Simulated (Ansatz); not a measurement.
**Ideal shear of a crystal plane in Si**

Method: DFT r2SCAN, scalar-relativistic, plane waves, PAW in Ansatz 0.2.0. Cutoff 500 eV, Γ-centred 22×13×7 k-points, Gaussian smearing of 0.15 eV. No spin polarisation. Energies are free energies at this smearing, counted from the undisturbed cell; pressure is positive in compression.

Reference structure (relaxed at this level; with this scan's settings it stands at -0.2 GPa; this form isn't the usual structure):

```
CELL_PARAMETERS angstrom
1.31960 -2.28561 0.00000
0.00000 0.00000 -4.55316
7.91758 4.57122 0.00000
ATOMIC_POSITIONS crystal
Si 0.50000 0.75000 0.83333
Si 0.00000 0.75000 0.08333
Si 0.50000 0.75000 0.33333
Si 0.00000 0.75000 0.58333
Si 0.00000 0.25000 0.91667
Si 0.50000 0.25000 0.16667
Si 0.00000 0.25000 0.41667
Si 0.50000 0.25000 0.66667
```

The cut lies on the cell's a–b face, a (1 0 0) plane (indices in the standard cell, whose axes needn't be the Cartesian ones shown) of area 12.02 Å², between layers 1.52 Å apart. Vector c is tilted by f times 1·a + 0·b (length 2.639 Å) with the atoms' Cartesian places fixed: one unrelaxed fault a cell. The traction is dγ/du, the slope of γ against the slip u in Å. Some rows repeat others by symmetry and weren't run.

| f | γ (mJ/m²) | traction (GPa) |
| --- | --- | --- |
| 0.0000 | 0 | 0.0 |
| 0.1000 | 20 | 1.6 |
| 0.2000 | 86 | 3.2 |
| 0.3000 | 177 | 3.4 |
| 0.4000 | 257 | 2.6 |
| 0.5000 | 297 | 0.1 |
| 0.6000 | 257 | -2.6 |
| 0.7000 | 177 | -3.4 |
| 0.8000 | 86 | -3.2 |
| 0.9000 | 20 | -1.6 |

Question: Read off the first barrier and the stress needed to climb it, and compare with Frenkel's sinusoid.

Answer: The first sampled maximum lies at f = 0.500, a slip of 1.32 Å, with γ ≈ 297 mJ/m², which stands in for the unstable fault energy γ_us, and the steepest sampled slope before it is 3.4 GPa. A sinusoid γ = γ_us sin²(πu/λ) with its maximum there has λ = 2.64 Å and a largest slope πγ_us/λ = 3.5 GPa (1 mJ/m² per Å = 0.01 GPa).

Question: Is there a metastable fault on this line?

Answer: Apart from points where γ returns to about zero, no local minimum shows among the samples, so at this sampling the line offers no fault for a dislocation to split on; a fault can still lie off the line.

The cut is rigid; relaxing the faces lowers these energies and usually the stresses.

In a metal these slopes depend on the k mesh and the smearing.

Cost: 6 runs of about 8.9 core-minutes in all, on Intel Xeon 6975P-C (Granite Rapids) (shared hosts).